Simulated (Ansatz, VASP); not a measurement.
## One calculation of Al2O, two programs

```xyz
3
Lattice="-1.9406 1.9406 3.3038 1.9406 -1.9406 3.3038 1.9406 1.9406 -3.3038" Properties=species:S:1:pos:R:3 pbc="T T T"
Al    0.0000    1.9406    0.0000
Al    1.9406    0.0000    0.0000
O     0.0000    0.0000    3.3038
```

Alike in both runs: task single point; functional PBE; k mesh 6 × 6 × 6; occupations gaussian, width 0.1 eV; collinear spin.

|  | VASP | Ansatz |
| --- | --- | --- |
| version | VASP 6.6.1 | Ansatz 0.2.0 |
| potentials or method | VASP PAW PBE potentials, release 64 (Al, O) | scalar-relativistic, plane waves, PAW |
| plane-wave cutoff (eV) | 520 | 420 |
| valence electrons in the cell | 12 | 12 |

|  | VASP | Ansatz | Ansatz less VASP |
| --- | --- | --- | --- |
| gap on the k mesh at the Fermi level (eV) | none | none | - |
| pressure (GPa) | -0.9 | -0.8 | +0.03 |
| largest component of the traceless stress (GPa) | 7.38 | 7.32 | -0.062 |
| net moment per atom (μB) | 0.20 | 0.20 | -0.001 |
| size of the moment on the site where the two differ most (μB) | 0.05 | 0.03 | -0.021 |

Site moments also hang on the region over which each program counts them. A gap of «none» marks a metal or a gap that the smearing closes. The functional is the same, so the differences come from potentials, cutoffs and numerics.

Caveats: the k mesh is coarse (spacing up to 0.38 Å⁻¹), so the values aren't converged.
